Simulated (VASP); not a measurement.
Set up this calculation in VASP 6.6.1, as the native input.

* Task: single point
* Functional: PBE
* Potentials or basis: VASP PAW PBE potentials, release 64 (Sr_sv, Cl)
* Cutoff: 520 eV
* k mesh: 8 × 8 × 8
* Occupations: gaussian, width 0.1 eV
* Spin: no spin polarisation
* Dipole correction: no
* Further INCAR settings: ALGO = Fast; EDIFF = 1e-06; NBANDS = 40

The structure of SrCl7 lies in POSCAR:

```
SrCl7
1.0
    0.0000000000      4.5247807188      4.5247807188
    4.5247807188      0.0000000000      4.5247807188
    4.5247807188      4.5247807188      0.0000000000
Sr Cl
1 7
Direct
    0.0000000000      0.0000000000      0.0000000000
    0.5000000000      0.0000000000      0.0000000000
    0.0000000000      0.5000000000      0.5000000000
    0.0000000000      0.5000000000      0.0000000000
    0.5000000000      0.0000000000      0.5000000000
    0.0000000000      0.0000000000      0.5000000000
    0.5000000000      0.5000000000      0.0000000000
    0.5000000000      0.5000000000      0.5000000000
```

The cell was built by a generator and needn't be a form met in nature.

The cell isn't the ideal one: species swapped into the CePd7 type (Fm-3m, No. 225).

One way to write it, as run:

INCAR

```
SYSTEM = SrCl7
PREC = Accurate ; ENCUT = 520
EDIFF = 1E-6 ; ISMEAR = 0
SIGMA = 0.1 ; LREAL = .FALSE.
LASPH = .TRUE. ; NELM = 100
ALGO = Fast ; ISIF = 2
LWAVE = .FALSE. ; LCHARG = .FALSE.
GGA = PE ; NBANDS = 40
```

KPOINTS

```
Automatic mesh
0
G
  8 8 8
  0 0 0
```

Potentials or basis: VASP PAW PBE potentials, release 64 (Sr_sv, Cl).

Command:

```sh
$ cat potpaw_PBE.64/Sr_sv/POTCAR potpaw_PBE.64/Cl/POTCAR > POTCAR
$ mpirun -np 1 vasp_std > vasp.out
```

Results of the run:

* Pressure: 0.0 GPa
* Band gap on the k mesh: none (metal or under the smearing width)

Caveat: an odd number of electrons without spin polarisation forces a metal; a magnetic or distorted state may lie lower.

It took 5 min on 1 thread of Intel(R) Xeon(R) Platinum 8488C (Sapphire Rapids), with other jobs on the host, peak memory 0.41 GiB.
